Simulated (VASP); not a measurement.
# KI: single point with PBE

KI:

```
K I
1.0
    -0.25412    3.46845    3.46845
     3.46845   -0.25412    3.46845
     3.46845    3.46845   -0.25412
K I
1 1
Direct
  0.00000 0.00000 0.00000
  0.50000 0.50000 0.50000
```

The cell was built by a generator and needn't be a form met in nature.

The cell isn't the ideal one: epitaxial_111 strain +5.0%.

```yaml
Program: VASP 6.6.1
Task: single point
Functional: PBE
Potentials_or_basis: VASP PAW PBE potentials, release 64 (K_sv, I)
Cutoff: 520 eV
k_mesh: 6 × 6 × 6
Occupations: fermi-dirac, width 0.02 eV
Spin: no spin polarisation
Dipole_correction: no
Further_INCAR_settings: ALGO = Normal; EDIFF = 1e-07; NBANDS = 15
```

```yaml
Pressure: 0.0 GPa
Band_gap_on_the_k_mesh: 3.65 eV, direct
```

Stress tensor (GPa, compression positive):
```
-0.03  0.22  0.22
 0.22 -0.03  0.22
 0.22  0.22 -0.03
```

Levels at points of the mesh, in eV from the valence-band top:
```tsv
k point	band 5	band 6	band 7	band 8	band 9	band 10	band 11	band 12
(0.00, 0.00, 0.00)	-10.59	-0.23	-0.23	0.00	3.65	6.09	6.09	6.94
(0.50, 0.00, 0.00)	-10.38	-1.39	-0.48	-0.30	5.33	7.17	7.68	8.04
(0.50, 0.50, 0.00)	-10.46	-1.09	-0.62	-0.37	4.81	5.50	7.81	8.25
(0.50, 0.50, 0.50)	-10.35	-1.33	-0.61	-0.61	5.23	7.54	7.54	7.62
```

It took 32 s on 1 thread of AMD EPYC 9R45 (Zen 5), on a shared host, peak memory 0.22 GiB.

Caveat: spin-orbit coupling is left out, which moves the levels of the heavy elements.
